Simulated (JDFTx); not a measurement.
Crystal: HfO2.

```
Hf O
1.0
     0.00000    2.55750    2.55750
     2.55750    0.00000    2.55750
     2.55750    2.55750    0.00000
Hf O
1 2
Direct
  0.00000 0.00000 0.00000
  0.75000 0.75000 0.75000
  0.25000 0.25000 0.25000
```

Measurements of this composition are mostly on another form, of space group No. 14.

- Program: JDFTx 1.7.0 (patched build)
- Task: relaxation of cell and atoms
- Functional: PBE
- Dispersion: D3
- Potentials or basis: PseudoDojo-SR-PBE-0.5-standard
- Cutoff: 1143 eV
- Density cutoff: 9143 eV
- k mesh: 9 × 9 × 9
- Occupations: fermi-dirac, width 0.05 eV
- Spin: no spin polarisation

At the start: pressure -8.1 GPa; volume 11.15 Å³/atom.

Question: How do energy, volume and symmetry change on relaxing?

Answer: Over 5 steps the energy falls by 9.7 meV/atom and the volume is 10.78 Å³/atom (-3.4 %); space group Fm-3m (No. 225, to 0.05 Å).

The path:
| step | energy change (eV) | largest force (eV/Å) | pressure (GPa) | volume (Å³) |
| --- | --- | --- | --- | --- |
| 1 | 0.0000 | 0.0000 | -8.08 | 33.46 |
| 2 | -0.0079 | 0.0000 | -6.97 | 33.29 |
| 3 | -0.0292 | 0.0000 | 0.15 | 32.31 |
| 4 | -0.0292 | 0.0000 | 0.01 | 32.33 |
| 5 | -0.0292 | 0.0000 | 0.00 | 32.33 |

Final structure:
```
Hf O
1.0
     0.00000    2.52856    2.52856
     2.52856    0.00000    2.52856
     2.52856    2.52856    0.00000
Hf O
1 2
Cartesian
  0.0000 0.0000 0.0000
  3.7928 3.7928 3.7928
  1.2643 1.2643 1.2643
```
